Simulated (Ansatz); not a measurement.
# PbTe (NiAs type) from LDA to hybrids

All numbers come from Ansatz. No magnetic order. The prototype was imposed, so other structures may be more stable.

PbTe (NiAs type), relaxed with r2SCAN. It is hexagonal, P6_3/mmc (No. 194); conventional cell a = 4.544 Å, c = 7.926 Å, 35.43 Å³ an atom. Pb has 6 Te at 3.29 Å; Te has 6 Pb at 3.29 Å.

```yaml
crystal:
  lattice:
    - [4.54395, 0.00000, 0.00000]
    - [-2.27198, 3.93518, 0.00000]
    - [0.00000, 0.00000, 7.92576]
  atoms:
    - { symbol: Pb, position: [0.00000, 0.00000, 0.00000] }
    - { symbol: Pb, position: [0.00000, 0.00000, 0.50000] }
    - { symbol: Te, position: [0.33333, 0.66667, 0.25000] }
    - { symbol: Te, position: [0.66667, 0.33333, 0.75000] }
```

Relaxed lattice by functional, symmetry kept:

| functional | k mesh | a (Å) | c (Å) | volume (Å³/atom) |
| --- | --- | --- | --- | --- |
| PBE | 6×6×4 | 4.571 | 7.958 | 36.01 |
| r2SCAN | 6×6×4 | 4.544 | 7.926 | 35.43 |
| PBEsol | 6×6×4 | 4.476 | 7.819 | 33.91 |
| LDA | 6×6×4 | 4.422 | 7.763 | 32.87 |
| HSE06 | 6×6×2 | 4.557 | 7.862 | 35.35 |

On this one geometry the levels give:
```csv
level,k mesh,gap (eV),kind,edges,least direct gap (eV)
LDA,6×6×4,none (overlap 0.03),–,–,–
PBE,6×6×4,0.06,indirect,K → Γ,0.17
PBE+SOC,6×6×4,none (overlap 0.23),–,–,–
r2SCAN,6×6×4,0.38,indirect,K → Γ,0.47
HSE06,6×6×2,0.42,indirect,K → Γ,0.51
PBE0,6×6×2,0.97,indirect,K → Γ,1.04
```
LDA, PBE, PBE+SOC, r2SCAN, HSE06: smearing of 0.02 eV; the others have fixed occupations.
Wave cutoffs: 420 eV, 500 eV (r2SCAN). Gaps under 0.1 eV (PBE) can't be told from a closed one: the bands may be in normal order or already inverted, which a gap's size doesn't show.

The HSE06 gap is indirect, 0.42 eV (K to Γ), below the direct gap of 0.51 eV at Γ. Spin-orbit coupling changes the PBE gap by -0.29 eV, and no gap is left. With so small a gap spin-orbit coupling can invert the bands, which the size of the gap doesn't show: the edges may have crossed and parted again.

r2SCAN covers 89 % of the step from PBE to HSE06, while HSE06 needs about 24 times r2SCAN's cost (on a coarser mesh). Spin-orbit coupling changes the least gap by -0.29 eV, while at A the distance between the top filled and the lowest empty level goes from 3.44 to 2.08 eV: it reshapes the band edges, and can invert them, so it can't be left out. The levels disagree on the kind of gap: indirect with PBE, r2SCAN, HSE06, PBE0; no gap with LDA, PBE+SOC.

Only the levels marked +SOC include spin-orbit coupling.

Where bands overlap the cell is a metal at that level, and these k meshes limit energies, forces and stress. Overlaps of a few tenths of an eV in semilocal functionals can be an artefact that a hybrid or GW lifts.

The meshes of the hybrids are coarse, so their gaps aren't converged to the digits shown.
